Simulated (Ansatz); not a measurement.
**GaP (F-43m): a single-point run**

Aim: a sound single-point run of GaP (F-43m). The structure is shown as the input types it.

Method: DFT PBE, scalar-relativistic, plane waves, PAW, in Ansatz 0.2.0.

## (1) The structure to begin with

It takes space group F-43m (No. 216, cubic). Conventional cell: a = 5.506 Å, b = 5.506 Å, c = 5.506 Å, α = 90.00°, β = 90.00°, γ = 90.00°. Ga (site symmetry -43m) has 4 P at 2.38 Å in its first shell of neighbours. Around P (site symmetry -43m) lie 4 Ga at 2.38 Å.

Coordinates:

```xyz
2
Lattice="0.0000 2.7531 2.7531 2.7531 0.0000 2.7531 2.7531 2.7531 0.0000" Properties=species:S:1:pos:R:3 pbc="T T T"
Ga    0.0000    0.0000    0.0000
P     4.1296    4.1296    4.1296
```

## (2) Running it

Contents of input.yaml:

```yaml
crystal:
  lattice:
    - [0.0, 2.7530800644, 2.7530800644]
    - [2.7530800644, 0.0, 2.7530800644]
    - [2.7530800644, 2.7530800644, 0.0]
  atoms:
    - { symbol: Ga, position: [0.0, 0.0, 0.0] }
    - { symbol: P, position: [0.75, 0.75, 0.75] }
basis:
  ecutwfc: 420
  ecutrho_ratio: 4
kpoints:
  mp_grid: { grid: [10, 10, 10] }
hamiltonian:
  xc: pbe
scf:
  occupations: { method: fixed }
  max_iter: 100
output:
  forces: true
  stress: true
```

The run is started by

```sh
> ansatz run input.yaml --threads 4 --pin off --max-ram 7168MiB --backend cpu --events-out ev --progress --plain --runs-dir out
```

Q: Will this input give a usable result? If not, why, and what should change?

The program finished normally. That alone doesn't make the input a sound one.

Fixed occupations are right only where a gap separates filled from empty bands at every k-point. This system has one (1.58 eV on the mesh), so they are sound here.

The occupations need no remedy; a run with other occupations serves as a check.
